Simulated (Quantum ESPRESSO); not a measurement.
# Mg (P6_3/mmc) in Quantum ESPRESSO: settings compared, part 2 of 2

Quantum ESPRESSO 7.5. Earlier steps stand in the parts before.

### 3 Single point, LDA, 21.84 Å³/atom

The input, pw.in:

```
&CONTROL
  calculation = 'scf'
  prefix = 'pwscf'
  outdir = './tmp'
  pseudo_dir = './pseudo'
  tprnfor = .true.
  tstress = .true.
  disk_io = 'nowf'
/
&SYSTEM
  ibrav = 0
  nat = 2
  ntyp = 1
  ecutwfc = 45
  ecutrho = 360
  nbnd = 16
  occupations = 'smearing'
  smearing = 'fd'
  degauss = 0.00367493
/
&ELECTRONS
  conv_thr = 4d-10
  electron_maxstep = 120
  mixing_beta = 0.5
/
ATOMIC_SPECIES
Mg    24.3050 mg_lda_v1.4.uspp.F.UPF
CELL_PARAMETERS angstrom
   3.1437856987    0.0000000000    0.0000000000
  -1.5718928494    2.7225982792    0.0000000000
   0.0000000000    0.0000000000    5.1039375022
ATOMIC_POSITIONS crystal
Mg     0.6666666667    0.3333333333    0.7500000000
Mg     0.3333333333    0.6666666667    0.2500000000
K_POINTS automatic
10 10 5 0 0 0
```

Potentials or basis: GBRV 1.5 LDA.

Started as:

```console
> OMP_NUM_THREADS=1 mpirun -n 2 pw.x -nk 2 -in pw.in > pw.out
```

pw.out:

```text
This program is part of the open-source Quantum ESPRESSO suite
     for quantum simulation of materials; please cite
         "P. Giannozzi et al., J. Phys.:Condens. Matter 21 395502 (2009);
         "P. Giannozzi et al., J. Phys.:Condens. Matter 29 465901 (2017);
         "P. Giannozzi et al., J. Chem. Phys. 152 154105 (2020);
     in publications or presentations arising from this work. More details at

     Message from routine setup:
     using ibrav=0 with symmetry is DISCOURAGED, use correct ibrav instead

     K-points division:     npool     =       2
     Subspace diagonalization in iterative solution of the eigenvalue problem:
     a serial algorithm will be used

     G-vector sticks info
     --------------------
     sticks:   dense  smooth     PW     G-vecs:    dense   smooth      PW
     Sum         871     433    127                33929    11981    1985

     Using Slab Decomposition

     bravais-lattice index     =            0
     lattice parameter (alat)  =       5.9409  a.u.
[... 162 lines left out ...]

          k = 0.0000 0.0000 0.0000 (  1509 PWs)   bands (ev):

   -69.6355 -69.6315 -37.0909 -37.0573 -37.0573 -37.0512 -37.0512 -37.0506
    -1.5188   3.8949   4.3394  16.8052  16.8052  16.9580  16.9580  17.7204
[... 203 lines left out ...]
   -69.6307 -69.6306 -37.0834 -37.0830 -37.0751 -37.0719 -37.0598 -37.0586
     4.6490   5.5653   6.4558   6.7907   7.8560   8.0407  14.5787  16.2732

     the Fermi energy is     5.6445 ev

!    total energy              =    -250.12381448 Ry
     estimated scf accuracy    <          6.9E-11 Ry
     smearing contrib. (-TS)   =      -0.00085128 Ry
     internal energy E=F+TS    =    -250.12296320 Ry

     The total energy is F=E-TS. E is the sum of the following terms:
     one-electron contribution =    -206.74561747 Ry
     hartree contribution      =      98.79881468 Ry
     xc contribution           =     -32.82760773 Ry
     ewald contribution        =    -109.34855268 Ry

     convergence has been achieved in   8 iterations

     Forces acting on atoms (cartesian axes, Ry/au):

     atom    1 type  1   force =     0.00000000    0.00000000    0.00000000
     atom    2 type  1   force =    -0.00000000   -0.00000000    0.00000000

     Total force =     0.000000     Total SCF correction =     0.000000

     Computing stress (Cartesian axis) and pressure

          total   stress  (Ry/bohr**3)                   (kbar)     P=       -4.30
  -0.00005649  -0.00000000   0.00000000           -8.31       -0.00        0.00
  -0.00000000  -0.00005649   0.00000000           -0.00       -8.31        0.00
   0.00000000   0.00000000   0.00002522            0.00        0.00        3.71

=------------------------------------------------------------------------------=
   JOB DONE.
=------------------------------------------------------------------------------=
```

Run time: 8 s. Hardware: 2 MPI ranks of Arm Neoverse V1, shared host; peak memory 0.24 GiB.

What came out:

| Quantity | Value |
| --- | --- |
| Free energy | -3403.1079 eV |
| Pressure | -0.4 GPa |
| Band gap on the k mesh | none (metal or under the smearing width) |

### 4 Single point, LDA, 22.31 Å³/atom

Changes to pw.in since step 3:

```diff
@@ -28,5 +28,5 @@
 CELL_PARAMETERS angstrom
-   3.1437856987    0.0000000000    0.0000000000
-  -1.5718928494    2.7225982792    0.0000000000
-   0.0000000000    0.0000000000    5.1039375022
+   3.1659257641    0.0000000000    0.0000000000
+  -1.5829628820    2.7417721382    0.0000000000
+   0.0000000000    0.0000000000    5.1398819084
 ATOMIC_POSITIONS crystal
```

Started as:

```console
> OMP_NUM_THREADS=1 mpirun -n 2 pw.x -nk 2 -in pw.in > pw.out
```

Run time: 8.2 s. Hardware: 2 MPI ranks of Arm Neoverse V1, shared host; peak memory 0.24 GiB.

It converged, with:

| Item | Value |
| --- | --- |
| Free energy | -3403.1036 eV |
| Pressure | -1.2 GPa |
| Band gap on the k mesh | none (metal or under the smearing width) |

### 5 Single point, LDA, 22.77 Å³/atom

Changes to pw.in since step 4:

```diff
@@ -28,5 +28,5 @@
 CELL_PARAMETERS angstrom
-   3.1659257641    0.0000000000    0.0000000000
-  -1.5829628820    2.7417721382    0.0000000000
-   0.0000000000    0.0000000000    5.1398819084
+   3.1877604248    0.0000000000    0.0000000000
+  -1.5938802124    2.7606815091    0.0000000000
+   0.0000000000    0.0000000000    5.1753304900
 ATOMIC_POSITIONS crystal
```

Started as:

```console
> OMP_NUM_THREADS=1 mpirun -n 2 pw.x -nk 2 -in pw.in > pw.out
```

Wall time 8.4 s (2 MPI ranks of Arm Neoverse V1, shared host); peak memory 0.24 GiB.

Results (log left out):

```yaml
Free_energy: -3403.0952 eV
Pressure: -1.9 GPa
Band_gap_on_the_k_mesh: none (metal or under the smearing width)
```

### 6 Single point, LDA, 23.24 Å³/atom

Changes to pw.in since step 5:

```diff
@@ -28,5 +28,5 @@
 CELL_PARAMETERS angstrom
-   3.1877604248    0.0000000000    0.0000000000
-  -1.5938802124    2.7606815091    0.0000000000
-   0.0000000000    0.0000000000    5.1753304900
+   3.2093000000    0.0000000000    0.0000000000
+  -1.6046500000    2.7793353284    0.0000000000
+   0.0000000000    0.0000000000    5.2103000000
 ATOMIC_POSITIONS crystal
```

Potentials or basis: GBRV 1.5 LDA.

Started as:

```console
> OMP_NUM_THREADS=1 mpirun -n 2 pw.x -nk 2 -in pw.in > pw.out
```

Wall time 8.4 s (2 MPI ranks of Arm Neoverse V1, shared host); peak memory 0.24 GiB.

It converged, with:

```
Free energy            : -3403.0831 eV
Pressure               : -2.5 GPa
Band gap on the k mesh : none (metal or under the smearing width)
```

### 7 Single point, LDA, 23.70 Å³/atom

Changes to pw.in since step 6:

```diff
@@ -28,5 +28,5 @@
 CELL_PARAMETERS angstrom
-   3.2093000000    0.0000000000    0.0000000000
-  -1.6046500000    2.7793353284    0.0000000000
-   0.0000000000    0.0000000000    5.2103000000
+   3.2305542618    0.0000000000    0.0000000000
+  -1.6152771309    2.7977420591    0.0000000000
+   0.0000000000    0.0000000000    5.2448063036
 ATOMIC_POSITIONS crystal
```

Started as:

```console
> OMP_NUM_THREADS=1 mpirun -n 2 pw.x -nk 2 -in pw.in > pw.out
```

Run time: 11 s. Hardware: 2 MPI ranks of Arm Neoverse V1, shared host; peak memory 0.24 GiB.

It converged, with:

| Property | Result |
| --- | --- |
| Free energy | -3403.0676 eV |
| Pressure | -3.0 GPa |
| Band gap on the k mesh | none (metal or under the smearing width) |

### 8 Single point, LDA, 24.17 Å³/atom

Changes to pw.in since step 7:

```diff
@@ -28,5 +28,5 @@
 CELL_PARAMETERS angstrom
-   3.2305542618    0.0000000000    0.0000000000
-  -1.6152771309    2.7977420591    0.0000000000
-   0.0000000000    0.0000000000    5.2448063036
+   3.2515324747    0.0000000000    0.0000000000
+  -1.6257662373    2.8159097243    0.0000000000
+   0.0000000000    0.0000000000    5.2788644417
 ATOMIC_POSITIONS crystal
```

Started as:

```console
> OMP_NUM_THREADS=1 mpirun -n 2 pw.x -nk 2 -in pw.in > pw.out
```

It took 11 s on 2 MPI ranks of Arm Neoverse V1, shared host; peak memory 0.26 GiB.

It converged, with:

```
Free energy            : -3403.0491 eV
Pressure               : -3.5 GPa
Band gap on the k mesh : none (metal or under the smearing width)
```

### 9 Single point, LDA, 24.63 Å³/atom

Changes to pw.in since step 8:

```diff
@@ -28,5 +28,5 @@
 CELL_PARAMETERS angstrom
-   3.2515324747    0.0000000000    0.0000000000
-  -1.6257662373    2.8159097243    0.0000000000
-   0.0000000000    0.0000000000    5.2788644417
+   3.2722434310    0.0000000000    0.0000000000
+  -1.6361217155    2.8338459386    0.0000000000
+   0.0000000000    0.0000000000    5.3124886887
 ATOMIC_POSITIONS crystal
```

Potentials or basis: GBRV 1.5 LDA.

Started as:

```console
> OMP_NUM_THREADS=1 mpirun -n 2 pw.x -nk 2 -in pw.in > pw.out
```

It took 11 s on 2 MPI ranks of Arm Neoverse V1, shared host; peak memory 0.26 GiB.

Results (log left out):

```
Free energy            : -3403.0279 eV
Pressure               : -4.0 GPa
Band gap on the k mesh : none (metal or under the smearing width)
```

### 10 Equation of state, LDA

Potentials or basis: GBRV 1.5 LDA.

No new run: the results of the series are fitted here.

What came out:

| Quantity | Value |
| --- | --- |
| Equilibrium volume | 21.64 Å³/atom (rough: see the caveat) |
| Bulk modulus at fixed shape and positions | 39 GPa (rough) |

Energy against volume, from the lowest point:
```tsv
volume (Å³/atom)	energy (meV/atom)
21.843	0.00
22.308	2.13
22.772	6.31
23.237	12.37
23.702	20.13
24.167	29.37
24.631	40.00
```

Caveat: the minimum lies outside the volumes run; the cell was scaled at fixed shape and fractional positions, which overstates the stiffness of a crystal with free parameters, most of all of layers and chains.

### 11 For comparison

An earlier run on the cell as given: functional PBEsol; potentials or basis GBRV 1.5 PBEsol; cutoff 612 eV; density cutoff 4898 eV; k mesh 10 × 10 × 5; occupations fermi-dirac, width 0.05 eV; no spin polarisation.

- Pressure: -1.1 GPa
- Band gap on the k mesh: none (metal or under the smearing width)

### 12 Overview

| task | level | potentials or basis | form of the LDA correlation | gap on the mesh (eV) | pressure (GPa) |
| --- | --- | --- | --- | --- | --- |
| band structure | PBEsol | GBRV 1.5 PBEsol | - | none | -1.1 |
| equation of state | LDA | GBRV 1.5 LDA | PZ81 | - | - |
| single point | PBEsol | GBRV 1.5 PBEsol | - | none | -1.1 |

Alike in all rows: no spin polarisation; cell as given; k mesh 10 × 10 × 5; cutoff (eV) 612; smearing fermi-dirac 0.05 eV.

Caveats: the minimum lies outside the volumes run (some runs); the cell was scaled at fixed shape and fractional positions, which overstates the stiffness of a crystal with free parameters, most of all of layers and chains (some runs).

Total energies depend on the potentials used, so only differences within one code and one set of settings carry meaning.
